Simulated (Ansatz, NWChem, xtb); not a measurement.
# Group exchange: HOF + C2H4O2 → H2O2 + C2H3FO

Gas-phase species: HOF (hypofluorous acid) `OF`, singlet; C2H4O2 `CC(=O)O`, singlet; H2O2 (hydrogen peroxide) `OO`, singlet; C2H3FO `CC(=O)F`, singlet. The partners trade F for OH: O–F and C–OH bonds give way to O–OH and C–F.

Shapes, held fixed at every level: PBE0-D4/def2-TZVP. Flexible molecules stand in one conformer, not always the lowest. Programs: Ansatz 0.2.0, NWChem 7.3.0, xtb 6.7.1. A level may come from different programs for different species; with the same settings they agree closely. The zero-point and thermal change to 298 K, harmonic and unscaled (PBE0-D4/def2-TZVP), is -0.3 kJ/mol.

```json
{"level": "GFN2-xTB", "kind": "semi-empirical", "ΔH(298 K) (kJ/mol)": "-22.7"}
{"level": "HF/STO-3G", "kind": "Hartree–Fock", "ΔH(298 K) (kJ/mol)": "-13.6"}
{"level": "HF/3-21G", "kind": "Hartree–Fock", "ΔH(298 K) (kJ/mol)": "-44.4"}
{"level": "HF/def2-SVP", "kind": "Hartree–Fock", "ΔH(298 K) (kJ/mol)": "-60.3"}
{"level": "B3LYP/6-31G* (Cartesian functions)", "kind": "global hybrid", "ΔH(298 K) (kJ/mol)": "-55.7"}
{"level": "PBE0/def2-SVP", "kind": "global hybrid", "ΔH(298 K) (kJ/mol)": "-52.0"}
```

PBE0/def2-SVP gives ΔH(298 K) = -52.0 kJ/mol; the levels span -60.3 to -13.6. The median of the levels is -48.2. No measured value is set beside it here. PBE0/def2-SVP lies outside the range of the other correlated levels here, so it shouldn't be taken on trust. Rows in sets without polarisation functions are far from converged.
